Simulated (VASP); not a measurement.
A run of VASP 6.6.1:

Contents of INCAR:

```
ALGO = Normal ; EDIFF = 1E-6
EDIFFG = -0.01 ; ENCUT = 600
IBRION = 2 ; ISIF = 3
ISMEAR = 0 ; LASPH = T
LCHARG = F ; LMIXTAU = T
LREAL = F ; LWAVE = F
METAGGA = R2SCAN ; NELM = 80
NSW = 90 ; PREC = Accurate
PSTRESS = 7.2 ; SIGMA = 0.03
```

The input KPOINTS:

```
k-points
0
Gamma
  8 8 8
```

The input POSCAR:

```
SrTiO3
1.0
    3.9052800000      0.0000000000      0.0000000000
    0.0000000000      3.9052800000      0.0000000000
    0.0000000000      0.0000000000      3.9052800000
Sr Ti O
1 1 3
Direct
    0.5000000000      0.5000000000      0.5000000000
    0.0000000000      0.0000000000      0.0000000000
    0.5000000000      0.0000000000      0.0000000000
    0.0000000000      0.5000000000      0.0000000000
    0.0000000000      0.0000000000      0.5000000000
```

Potentials or basis: VASP PAW PBE potentials, release 64 (Sr_sv, Ti_sv, O).

Launch:

```console
$ cat potpaw_PBE.64/Sr_sv/POTCAR potpaw_PBE.64/Ti_sv/POTCAR potpaw_PBE.64/O/POTCAR > POTCAR
$ mpirun -np 1 vasp_std > vasp.out
```

Hardware: 1 thread of Intel(R) Xeon(R) Platinum 8488C (Sapphire Rapids), on a shared host.

Estimate the wall time of this run.

Wall time 6.8 min on 1 thread of Intel(R) Xeon(R) Platinum 8488C (Sapphire Rapids) (shared host), peak memory 0.24 GiB. Counts: scf iterations 40, k points 35, ion steps 3.
